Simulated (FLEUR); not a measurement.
# CdTe (F-43m) in FLEUR: notebook

Runs on CdTe. Level: LDA exchange alone (X-alpha). Tasks: band structure, equation of state.

All numbers are computed with FLEUR MaX-R8.1 (patched build s14); they aren't measurements. Logs are shortened: lines on timing, memory, paths and dates and some standing lists are left out, and cuts for length are marked.

**Experimental background.**

From a printed reference work, data compilation, for a bulk crystal of CdTe at 0 K: band gap 1.607 eV.

The results are compared with them further down.

### Step 1. The structure

It takes space group F-43m (No. 216, cubic). The conventional cell has a = 6.410 Å, b = 6.410 Å, c = 6.410 Å, α = 90.00°, β = 90.00°, γ = 90.00°. Te (site symmetry -43m) is surrounded by 4 Cd at 2.78 Å. Around Cd (site symmetry -43m) lie 4 Te at 2.78 Å.

### Step 2. Band structure, LDA exchange alone (X-alpha)

inp.xml

```xml
<?xml version="1.0" encoding="UTF-8" standalone="no"?>
<fleurInput fleurInputVersion="0.39">
   <comment>
      CdTe                                                                                                
   </comment>
   <calculationSetup>
      <cutoffs Kmax="3.8" Gmax="11.8" GmaxXC="11.8" numbands="0"/>
      <scfLoop itmax="60" minDistance="0.00001" maxIterBroyd="15" imix="Anderson" alpha="0.05" precondParam="0.0" spinf="2.0"/>
      <coreElectrons ctail="T" frcor="F" kcrel="0" coretail_lmax="0"/>
      <xcFunctional name="x-a" relativisticCorrections="F"/>
      <magnetism jspins="1"/>
      <soc l_soc="F" theta="0.0" phi="0.0" spav="F"/>
      <expertModes spex="0" secvar="F"/>
      <geometryOptimization l_f="F" forcealpha="1.0" forcemix="BFGS" epsdisp="0.00001" epsforce="0.00001"/>
      <ldaU l_linMix="F" mixParam="0.05" spinf="1.0"/>
   </calculationSetup>
   <cell>
      <bzIntegration valenceElectrons="42.0" mode="hist" fermiSmearingEnergy="0.00183747">
         <kPointListSelection listName="default-1"/>
         <!-- k-points included here -->
         <xi:include xmlns:xi="http://www.w3.org/2001/XInclude" href="kpts.xml"> </xi:include>
      </bzIntegration>
      <!-- symmetry operations included here -->
      <xi:include xmlns:xi="http://www.w3.org/2001/XInclude" href="sym.xml"> </xi:include>
[... 31 lines left out ...]
            <valenceConfig>(4s1/2) (4p1/2) (4p3/2) (5s1/2) (4d3/2) (4d5/2)</valenceConfig>
         </electronConfig>
         <energyParameters s="5" p="5" d="4" f="4"/>
         <lo type="SCLO" l="0" n="4" eDeriv="0"/>
         <lo type="SCLO" l="1" n="4" eDeriv="0"/>
         <lo type="SCLO" l="1" n="4" eDeriv="1"/>
         <lo type="SCLO" l="2" n="4" eDeriv="2"/>
         <lo type="SCLO" l="3" n="4" eDeriv="2"/>
      </species>
   </atomSpecies>
   <atomGroups>
      <atomGroup species="Tellurium (Te)">
         <relPos label="                   1">-1.000/4.000 -1.000/4.000 -1.000/4.000</relPos>
         <force calculate="T" relaxXYZ="TTT"/>
      </atomGroup>
      <atomGroup species="Cadmium (Cd)">
         <relPos label="                   2">.0000000000 .0000000000 .0000000000</relPos>
         <force calculate="T" relaxXYZ="TTT"/>
      </atomGroup>
   </atomGroups>
   <output dos="F" band="F" slice="F">
      <checks vchk="F" cdinf="F"/>
      <bandDOS minEnergy="-.5*Htr" maxEnergy="0.5*Htr" sigma="0.015" storeEVData="T"/>
      <vacuumDOS vacdos="F" integ="F" star="F" nstars="0" locx1="0.0" locy1="0.0" locx2="0.0" locy2="0.0" nstm="0" tworkf="0.0"/>
      <unfoldingBand unfoldBand="F" supercellX="1" supercellY="1" supercellZ="1"/>
      <plotting iplot="0" polar="F">
         <plot TwoD="T" vec1="  1.0  0.0  0.0" vec2="  0.0  1.0  0.0" vec3="  0.0  0.0  1.0" zero="  0.0  0.0  0.0" file="plot"/>
      </plotting>
      <chargeDensitySlicing numkpt="0" minEigenval="0.0" maxEigenval="0.0" nnne="0" pallst="F"/>
      <specialOutput eonly="F"/>
      <magneticCircularDichroism mcd="F" energyLo="-10.0" energyUp="0.0"/>
   </output>
  <!-- We include the file relax.xml here to enable relaxations (see documentation) -->
  <xi:include xmlns:xi="http://www.w3.org/2001/XInclude" href="relax.xml"> <xi:fallback/> </xi:include>
</fleurInput>
```

crystal.txt

```
CdTe
&input cartesian=F /
0.0000000000  3.2050000000  3.2050000000
3.2050000000  0.0000000000  3.2050000000
3.2050000000  3.2050000000  0.0000000000
1.8897261246
1.0 1.0 1.0

2
52 0.7500000000  0.7500000000  0.7500000000
48 0.0000000000  0.0000000000  0.0000000000

&kpt div1=7 div2=7 div3=7 gamma=T /
```

inp.xml (bands)

```
<?xml version="1.0" encoding="UTF-8" standalone="no"?>
<fleurInput fleurInputVersion="0.39">
   <comment>
      CdTe                                                                                                
   </comment>
   <calculationSetup>
      <cutoffs Kmax="3.8" Gmax="11.8" GmaxXC="11.8" numbands="0"/>
      <scfLoop itmax="60" minDistance="0.00001" maxIterBroyd="15" imix="Anderson" alpha="0.05" precondParam="0.0" spinf="2.0"/>
      <coreElectrons ctail="T" frcor="F" kcrel="0" coretail_lmax="0"/>
      <xcFunctional name="x-a" relativisticCorrections="F"/>
      <magnetism jspins="1"/>
      <soc l_soc="F" theta="0.0" phi="0.0" spav="F"/>
      <expertModes spex="0" secvar="F"/>
      <geometryOptimization l_f="F" forcealpha="1.0" forcemix="BFGS" epsdisp="0.00001" epsforce="0.00001"/>
      <ldaU l_linMix="F" mixParam="0.05" spinf="1.0"/>
   </calculationSetup>
   <cell>
      <bzIntegration valenceElectrons="42.0" mode="hist" fermiSmearingEnergy="0.00183747">
         <kPointListSelection listName="path-1"/>
         <!-- k-points included here -->
         <xi:include xmlns:xi="http://www.w3.org/2001/XInclude" href="kpts.xml"> </xi:include>
      </bzIntegration>
      <!-- symmetry operations included here -->
[... 32 lines left out ...]
            <valenceConfig>(4s1/2) (4p1/2) (4p3/2) (5s1/2) (4d3/2) (4d5/2)</valenceConfig>
         </electronConfig>
         <energyParameters s="5" p="5" d="4" f="4"/>
         <lo type="SCLO" l="0" n="4" eDeriv="0"/>
         <lo type="SCLO" l="1" n="4" eDeriv="0"/>
         <lo type="SCLO" l="1" n="4" eDeriv="1"/>
         <lo type="SCLO" l="2" n="4" eDeriv="2"/>
         <lo type="SCLO" l="3" n="4" eDeriv="2"/>
      </species>
   </atomSpecies>
   <atomGroups>
      <atomGroup species="Tellurium (Te)">
         <relPos label="                   1">-1.000/4.000 -1.000/4.000 -1.000/4.000</relPos>
         <force calculate="T" relaxXYZ="TTT"/>
      </atomGroup>
      <atomGroup species="Cadmium (Cd)">
         <relPos label="                   2">.0000000000 .0000000000 .0000000000</relPos>
         <force calculate="T" relaxXYZ="TTT"/>
      </atomGroup>
   </atomGroups>
   <output dos="F" band="T" slice="F">
      <checks vchk="F" cdinf="F"/>
      <bandDOS minEnergy="-.5*Htr" maxEnergy="0.5*Htr" sigma="0.015" storeEVData="T"/>
      <vacuumDOS vacdos="F" integ="F" star="F" nstars="0" locx1="0.0" locy1="0.0" locx2="0.0" locy2="0.0" nstm="0" tworkf="0.0"/>
      <unfoldingBand unfoldBand="F" supercellX="1" supercellY="1" supercellZ="1"/>
      <plotting iplot="0" polar="F">
         <plot TwoD="T" vec1="  1.0  0.0  0.0" vec2="  0.0  1.0  0.0" vec3="  0.0  0.0  1.0" zero="  0.0  0.0  0.0" file="plot"/>
      </plotting>
      <chargeDensitySlicing numkpt="0" minEigenval="0.0" maxEigenval="0.0" nnne="0" pallst="F"/>
      <specialOutput eonly="F"/>
      <magneticCircularDichroism mcd="F" energyLo="-10.0" energyUp="0.0"/>
   </output>
  <!-- We include the file relax.xml here to enable relaxations (see documentation) -->
  <xi:include xmlns:xi="http://www.w3.org/2001/XInclude" href="relax.xml"> <xi:fallback/> </xi:include>
</fleurInput>
```

Potentials or basis: all-electron, FLAPW.

Launch:

```sh
> inpgen -f crystal.txt -profile fastHighL
> # inp.xml edited to the form shown
> fleur
> fleur   # second run, on inp.xml (bands)
```

What it wrote:

```text
Welcome to FLEUR        (www.flapw.de)
      MaX-Release 8.1          (www.max-centre.eu)

 ========== k-point set info ==========
 Selected k-point list: default-1
 k-point list type: mesh
 7 x 7 x 7
 Number of k points: 20

 ------------Calculation Setup---------------------------
 Number of OMP-threads    :            1
 Number of basis functions:          508
 Approximate size of matrices (H+S) per k-point:         0.008 GB
 --------------------------------------------------------
 Iteration:     1   Distance:       5.70791513 me/bohr^3
 Iteration:     2   Distance:       5.25278182 me/bohr^3
 Iteration:     3   Distance:       3.13807653 me/bohr^3
 Iteration:     4   Distance:       0.87765544 me/bohr^3
 Iteration:     5   Distance:       0.65655681 me/bohr^3
 Iteration:     6   Distance:       0.13688819 me/bohr^3
 Iteration:     7   Distance:       0.07876305 me/bohr^3
 Iteration:     8   Distance:       0.03587662 me/bohr^3
 Iteration:     9   Distance:       0.00440939 me/bohr^3
 Iteration:    10   Distance:       0.00357724 me/bohr^3
 Iteration:    11   Distance:       0.00027579 me/bohr^3
 Iteration:    12   Distance:       0.00014237 me/bohr^3
 Iteration:    13   Distance:       0.00002416 me/bohr^3
 Iteration:    14   Distance:       0.00000287 me/bohr^3

 ********************************************************************
 Run finished successfully
 Stop message:
   all done
 ********************************************************************
```

output (bands):

```text
Welcome to FLEUR        (www.flapw.de)
      MaX-Release 8.1          (www.max-centre.eu)

 ========== k-point set info ==========
 Selected k-point list: path-1
 k-point list type: path
 Number of k points: 60

 ------------Calculation Setup---------------------------
 Number of OMP-threads    :            1
 Number of basis functions:          512
 Approximate size of matrices (H+S) per k-point:         0.008 GB
 --------------------------------------------------------
 Fermi energy correction for insulators:
 No automatic correction of the Fermi energy has been performed.

 Note: Band structure data (together with different weights) is also stored in the banddos.hdf file.
       A convenient way of extracting and plotting the data from that file is by making use of the

 ********************************************************************
 Run finished successfully
 Stop message:
   Charge density postprocessing done.
 ********************************************************************
```

out.xml (last iteration):

```text
<iteration numberForCurrentRun="   14" overallNumber="   14">
         <energyParameters units="Htr">
            <atomicEP atomType="1" spin="1" branch="5s" branchLowest="-5.60" branchHighest="0.76" value="-0.2519954104"/>
            <atomicEP atomType="1" spin="1" branch="5p" branchLowest="-3.76" branchHighest="1.54" value="-0.0016134683"/>
            <atomicEP atomType="1" spin="1" branch="5d" branchLowest="-1.07" branchHighest="2.89" value="0.2071258207"/>
            <atomicEP atomType="1" spin="1" branch="4f" branchLowest="-9.99" branchHighest="1.72" value="0.3600223463"/>
            <loAtomicEP atomType="1" spin="1" branch="4p" branchLowest="-29.06" branchHighest="-3.76" value="-3.7716031985"/>
            <loAtomicEP atomType="1" spin="1" branch="4p" branchLowest="-29.06" branchHighest="-3.76" value="-3.7716031985"/>
            <loAtomicEP atomType="1" spin="1" branch="4d" branchLowest="-20.14" branchHighest="-1.07" value="-1.1120750218"/>
            <loAtomicEP atomType="1" spin="1" branch="4d" branchLowest="-20.14" branchHighest="-1.07" value="-1.1120750218"/>
            <loAtomicEP atomType="1" spin="1" branch="5s" branchLowest="-5.60" branchHighest="0.76" value="-0.2519954104"/>
            <loAtomicEP atomType="1" spin="1" branch="4f" branchLowest="-9.99" branchHighest="1.72" value="0.3600191286"/>
            <atomicEP atomType="2" spin="1" branch="5s" branchLowest="-3.53" branchHighest="1.13" value="0.0616138202"/>
            <atomicEP atomType="2" spin="1" branch="5p" branchLowest="-2.10" branchHighest="1.77" value="0.2254232998"/>
            <atomicEP atomType="2" spin="1" branch="4d" branchLowest="-14.10" branchHighest="0.00" value="-0.0810027811"/>
            <atomicEP atomType="2" spin="1" branch="4f" branchLowest="-9.99" branchHighest="2.06" value="0.5435399291"/>
            <loAtomicEP atomType="2" spin="1" branch="4s" branchLowest="-26.54" branchHighest="-3.53" value="-3.5334787922"/>
            <loAtomicEP atomType="2" spin="1" branch="4p" branchLowest="-21.70" branchHighest="-2.10" value="-2.1092263823"/>
            <loAtomicEP atomType="2" spin="1" branch="4p" branchLowest="-21.70" branchHighest="-2.10" value="-2.1092263823"/>
            <loAtomicEP atomType="2" spin="1" branch="4d" branchLowest="-14.10" branchHighest="0.00" value="-0.0910653238"/>
            <loAtomicEP atomType="2" spin="1" branch="4f" branchLowest="-9.99" branchHighest="2.06" value="0.5435378892"/>
         </energyParameters>
         <eigenvalues>
            <eigenvaluesAt spin="1" ikpt="1" k_x="0.00000000" k_y="0.00000000" k_z="0.00000000">
                      -3.7691207297       -3.7691207297       -3.7691207297       -3.5334764476       -2.1061842191
                      -2.1061842191       -2.1061842191       -1.1108398458       -1.1108398458       -1.1108398458
                      -1.1104462051       -1.1104462051       -0.2200730356       -0.0993895304       -0.0993895304
                      -0.0993895304       -0.0881794962       -0.0881794962        0.2020593553        0.2020593553
[... 42 lines left out ...]
         </valenceDensity>
         <coreStates atomType="     1" atomicNumber=" 52" spin="1" kinEnergy="   6880.5266695979" eigValSum="  -4089.3828502328" lostElectrons=" 0.000124">
            <state n="1" l="0" j="0.5" energy="-1159.7753260171" weight="1.0000000000"/>
            <state n="2" l="0" j="0.5" energy="-177.4657927638" weight="1.0000000000"/>
            <state n="2" l="1" j="0.5" energy="-166.3298445693" weight="1.0000000000"/>
            <state n="2" l="1" j="1.5" energy="-156.2567681370" weight="2.0000000000"/>
            <state n="3" l="0" j="0.5" energy="-34.9570499515" weight="1.0000000000"/>
            <state n="3" l="1" j="0.5" energy="-30.3710169431" weight="1.0000000000"/>
            <state n="3" l="1" j="1.5" energy="-28.4944894801" weight="2.0000000000"/>
            <state n="4" l="0" j="0.5" energy="-5.5985332138" weight="1.0000000000"/>
            <state n="3" l="2" j="1.5" energy="-20.3739709883" weight="2.0000000000"/>
            <state n="3" l="2" j="2.5" energy="-19.9811348157" weight="3.0000000000"/>
         </coreStates>
         <coreStates atomType="     2" atomicNumber=" 48" spin="1" kinEnergy="   5634.7870530309" eigValSum="  -3334.7869327989" lostElectrons=" 0.000000">
            <state n="1" l="0" j="0.5" energy="-972.6360183882" weight="1.0000000000"/>
            <state n="2" l="0" j="0.5" energy="-144.0812811272" weight="1.0000000000"/>
            <state n="2" l="1" j="0.5" energy="-134.1833580494" weight="1.0000000000"/>
            <state n="2" l="1" j="1.5" energy="-127.1214782744" weight="2.0000000000"/>
            <state n="3" l="0" j="0.5" energy="-26.5435551564" weight="1.0000000000"/>
            <state n="3" l="1" j="0.5" energy="-22.5722817348" weight="1.0000000000"/>
            <state n="3" l="1" j="1.5" energy="-21.3114105422" weight="2.0000000000"/>
            <state n="3" l="2" j="1.5" energy="-14.2561240428" weight="2.0000000000"/>
            <state n="3" l="2" j="2.5" energy="-13.9996487415" weight="3.0000000000"/>
         </coreStates>
         <allElectronCharges>
            <spinDependentCharge spin="1" total="100.0000000" interstitial="4.3550826" mtSpheres="95.6449174"/>
            <totalCharge value="99.9999999978"/>
         </allElectronCharges>
         <totalEnergy                                    value="   -12372.6825763348" units="Htr">
            <sumOfEigenvalues                            value="    -7478.2078721095">
               <coreElectrons value="-7424.1697830318"/>
               <valenceElectrons value="-54.0380890778"/>
            </sumOfEigenvalues>
            <densityCoulombPotentialIntegral value="-20100.9293335631"/>
            <densityEffectivePotentialIntegral value="-20514.8915562819"/>
            <chargeDenXCDenIntegral value="-310.4716670487"/>
            <FockExchangeEnergyValence value="0.0000000000"/>
            <FockExchangeEnergyCore value="0.0000000000"/>
            <atomTypeDependentContributions atomType="1">
               <electronNucleiInteractionDifferentMTs value="8224.5373210497"/>
               <MadelungTerm value="-33.8033094047"/>
            </atomTypeDependentContributions>
            <atomTypeDependentContributions atomType="2">
               <electronNucleiInteractionDifferentMTs value="6773.1219244461"/>
               <MadelungTerm value="-16.9673717764"/>
            </atomTypeDependentContributions>
            <tkbTimesEntropy value="0.0000012779"/>
            <freeEnergy value="-12372.6825776127"/>
            <extrapolationTo0K value="-12372.6825769738"/>
         </totalEnergy>
         <densityConvergence units="me/bohr^3">
            <chargeDensity spin="1" distance="0.0000028696"/>
         </densityConvergence>
      </iteration>
```

Wall time 30 s (1 thread of Intel Xeon 6975P-C (Granite Rapids), shared host); peak memory 0.05 GiB.

What came out:

* Free energy: -336677.8445 eV
* Band gap on the k mesh: 0.53 eV, direct
* Band gap along the path: 0.53 eV, direct
* Valence electrons inside the program's atomic spheres: Te 19.05; Cd 18.60 (radii Te 2.3, Cd 2.56 bohr)

Levels at the corners of the path, in eV from the valence-band top:
| point | band 19 | band 20 | band 21 | band 22 | band 23 | band 24 |
| --- | --- | --- | --- | --- | --- | --- |
| Γ | 0.00 | 0.00 | 0.00 | 0.53 | 4.40 | 4.40 |
| X | -4.60 | -2.06 | -2.06 | 2.19 | 2.43 | 8.67 |
| W | -4.48 | -2.56 | -2.46 | 4.24 | 4.39 | 5.33 |
| K | -4.50 | -2.83 | -1.71 | 2.60 | 4.34 | 7.13 |
| Γ | 0.00 | 0.00 | 0.00 | 0.53 | 4.40 | 4.40 |
| L | -4.78 | -0.86 | -0.86 | 1.58 | 4.99 | 4.99 |
| U | -4.50 | -2.83 | -1.71 | 2.60 | 4.34 | 7.13 |
| W | -4.48 | -2.56 | -2.46 | 4.24 | 4.39 | 5.33 |
| L | -4.78 | -0.86 | -0.86 | 1.58 | 4.99 | 4.99 |
| K | -4.50 | -2.83 | -1.71 | 2.60 | 4.34 | 7.13 |
| U | -4.50 | -2.83 | -1.71 | 2.60 | 4.34 | 7.13 |
| X | -4.60 | -2.06 | -2.06 | 2.19 | 2.43 | 8.67 |

Core levels (eV from the Fermi level):
| atom | levels |
| --- | --- |
| 1 Te | 1s1/2 -31564.9, 2s1/2 -4834.9, 2p1/2 -4531.9, 2p3/2 -4257.8, 3s1/2 -957.0, 3p1/2 -832.2, 3p3/2 -781.2, 4s1/2 -158.1, 3d3/2 -560.2, 3d5/2 -549.5 |
| 2 Cd | 1s1/2 -26472.6, 2s1/2 -3926.4, 2p1/2 -3657.1, 2p3/2 -3464.9, 3s1/2 -728.1, 3p1/2 -620.0, 3p3/2 -585.7, 3d3/2 -393.7, 3d5/2 -386.7 |

Caveat: spin-orbit coupling is left out, which moves the levels of the heavy elements.

(Continued in part 2 of 2.)
